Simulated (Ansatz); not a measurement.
# CdSe (zincblende type): the cost of one run

Program: Ansatz 0.2.0. Level of theory: DFT PBEsol, with the methods named in each step. These are calculated values, not measurements.

## 1. The system as given

Symmetry: F-43m, No. 216, cubic system. The conventional cell has a = 6.082 Å, b = 6.082 Å, c = 6.082 Å, α = 90.00°, β = 90.00°, γ = 90.00°. Cd (site symmetry -43m) is surrounded by 4 Se at 2.63 Å. Se (site symmetry -43m) has 4 Cd at 2.63 Å as nearest neighbours.

As a file:

```xyz
2
Lattice="0.0000 3.0410 3.0410 3.0410 0.0000 3.0410 3.0410 3.0410 0.0000" Properties=species:S:1:pos:R:3 pbc="T T T"
Cd    0.0000    0.0000    0.0000
Se    1.5205    1.5205    1.5205
```

Whether this phase is the stable one at these pressures isn't tested.

Atoms are numbered in the order of the input: Cd1, Se2.

## 2. The reference volume, LAPW

input.yaml

```yaml
crystal:
  lattice:
    - [0.0, 3.0409595392, 3.0409595392]
    - [3.0409595392, 0.0, 3.0409595392]
    - [3.0409595392, 3.0409595392, 0.0]
  atoms:
    - { symbol: Cd, position: [0.0, 0.0, 0.0] }
    - { symbol: Se, position: [0.25, 0.25, 0.25] }
kpoints:
  mp_grid: { grid: [11, 11, 11] }
  band_path:
    path:
      - [0.0, 0.0, 0.0]
      - [-0.5, -0.5, 0.0]
      - [-0.375, -0.375, 0.25]
      - [-0.375, 0.0, 0.375]
      - [0.0, 0.0, 0.0]
      - [0.0, 0.0, 0.5]
      - [-0.5, -0.25, 0.25]
      - [-0.5, -0.5, 0.0]
    npoints: 14
scf:
  occupations: { method: fermi_dirac, width: 0.08 }
hamiltonian:
  xc: pbesol
  pseudopotentials: { kind: all_electron, lapw: { basis_error: 0.001 } }
output:
  forces: true
  stress: true
  eigenvalues: true
  populations: true
  dos: { projected: true, de: 0.2, e_range: [-14, 8] }
```

On the command line:

```bash
> ansatz run input.yaml --threads 1 --pin off --max-ram 2048MiB --backend cpu --events-out ev --progress --plain --runs-dir out
```

What time and memory should one allow on 1 thread of Arm Neoverse V2, shared host?

About 36 s, with a peak of 0.36 GiB.
